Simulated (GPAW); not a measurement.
Runs of GPAW 26.7.0 on Zn. The structure is cubic, space group Im-3m (No. 229). The conventional cell has a = 3.138 Å, b = 3.138 Å, c = 3.138 Å, α = 90.00°, β = 90.00°, γ = 90.00°. Zn (site symmetry m-3m) has 8 Zn at 2.72 Å as nearest neighbours. This isn't the form of Zn at room conditions, which is hcp.

| task | level | potentials or basis | cell | k mesh | cutoff (eV) | smearing | maxiter | optimizer | fmax | max steps | convergence | mesh quality | gap on the mesh (eV) | pressure (GPa) | relaxed volume (Å³/atom) |
| --- | --- | --- | --- | --- | --- | --- | --- | --- | --- | --- | --- | --- | --- | --- | --- |
| relaxation of cell and atoms | PBEsol+D4 | PAW data sets generated in the run's folder for this functional, pw | relaxed | 12 × 12 × 12 | 600 | fermi-dirac 0.05 eV | 150 | BFGS | 0.02 eV/Å | 60 | density=1e-05 forces=0.0001 | not flagged | none | 0.0 | (a) |
| G0W0 quasiparticle levels | LDA | the program's PAW data sets (release 1.2.1) made for this functional, pw | as given | 6 × 6 × 6 | 450 | fermi-dirac 0.05 eV | 150 | - | - | - | - | coarse | none | - | - |
| single point | LDA | the program's PAW data sets (release 1.2.1) made for this functional, pw | as given | 10 × 10 × 10 | 450 | fermi-dirac 0.05 eV | 120 | - | - | - | default | not flagged | none | (b) | - |
| single point | PBEsol | PAW data sets generated in the run's folder for this functional, pw | as given | 12 × 12 × 12 | 600 | gaussian 0.05 eV | 150 | - | - | - | - | not flagged | none | -5.3 | - |
| single point | PBEsol+D3(BJ) | PAW data sets generated in the run's folder for this functional, pw | as given | 12 × 12 × 12 | 600 | methfessel-paxton 0.2 eV | 150 | - | - | - | - | not flagged | none | -9.2 | - |
| single point | PBEsol | PAW data sets generated in the run's folder for this functional, pw | as given | 12 × 12 × 12 | 600 | fermi-dirac 0.05 eV | 150 | - | - | - | - | not flagged | none | -5.4 | - |
| single point | LDA | the program's PAW data sets (release 1.2.1) made for this functional, pw | the cell as VASP's run set it | 12 × 12 × 12 | 600 | gaussian 0.02 eV | 150 | - | - | - | - | not flagged | none | -8.7 | - |
| relaxation of cell and atoms | PBEsol | PAW data sets generated in the run's folder for this functional, pw | relaxed | 12 × 12 × 12 | 600 | fermi-dirac 0.05 eV | 150 | BFGS | 0.02 eV/Å | 60 | density=1e-05 forces=0.0001 | not flagged | none | -0.1 | 14.24 |

Alike in all rows: no spin polarisation.

Question: Fill in the values left out.

Answer: (a) 13.88; (b) -9.8.

Caveats: some runs use coarse meshes; later steps reuse the first step's grids (some runs); pairwise dispersion overbinds metals, which lowers pressure and volume (some runs); G0W0 is unreliable with partly filled bands (some runs); the long-wavelength limit can be off by several per cent where d states take part (some runs); the cutoff is short for stress and forces, so pressures can be off by a GPa or more (some runs); this smearing can pin the Fermi level at a band edge (some runs).

A k mesh can miss the band edges.

A gap of «none» marks a metal or a gap under the smearing width.

Not every run made on this cell is shown here.
